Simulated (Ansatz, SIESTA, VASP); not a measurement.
# C: programs and potentials compared

The starting cell:

```
C
1.0
     0.00000    1.78337    1.78337
     1.78337    0.00000    1.78337
     1.78337    1.78337    0.00000
C
2
Cartesian
  2.6751 2.6751 2.6751
  1.7834 1.7834 1.7834
```

Alike in all runs: task relaxation of cell and atoms; functional PBEsol; k mesh 13 × 13 × 13; occupations fermi-dirac, width 0.05 eV; no spin polarisation; no spin-orbit coupling.

```json
{"program and potentials": "SIESTA, files PseudoDojo sr-pbesol-0.4.1-standard, DZP (energy shift 0.003 Ry)", "plane-wave cutoff (eV)": "-", "notes": "atomic basis", "equilibrium volume (Å³/atom)": "5.74"}
{"program and potentials": "VASP, PBE PAW files C, 600 eV", "plane-wave cutoff (eV)": "600", "notes": "potentials made for PBE", "equilibrium volume (Å³/atom)": "5.62"}
{"program and potentials": "Ansatz, all-electron LAPW, scalar-relativistic", "plane-wave cutoff (eV)": "-", "notes": "-", "equilibrium volume (Å³/atom)": "5.61"}
{"program and potentials": "SIESTA, files PseudoDojo sr-pbesol-0.4.1-standard, DZP (energy shift 0.002 Ry)", "plane-wave cutoff (eV)": "-", "notes": "atomic basis", "equilibrium volume (Å³/atom)": "5.74"}
```

The equilibrium volume spans 5.61 (Ansatz, all-electron LAPW, scalar-relativistic) to 5.74 Å³/atom (SIESTA, files PseudoDojo sr-pbesol-0.4.1-standard, DZP (energy shift 0.003 Ry)), with all-electron results at 5.61. Relaxations stop with a little pressure left, so the last digit of a volume isn't settled. Rows in atomic bases carry the error of their basis and grid, which can be large.

The functional is the same throughout but for its coding, so the spread measures potentials, basis and numerics; runs on potential files found faulty are left out.
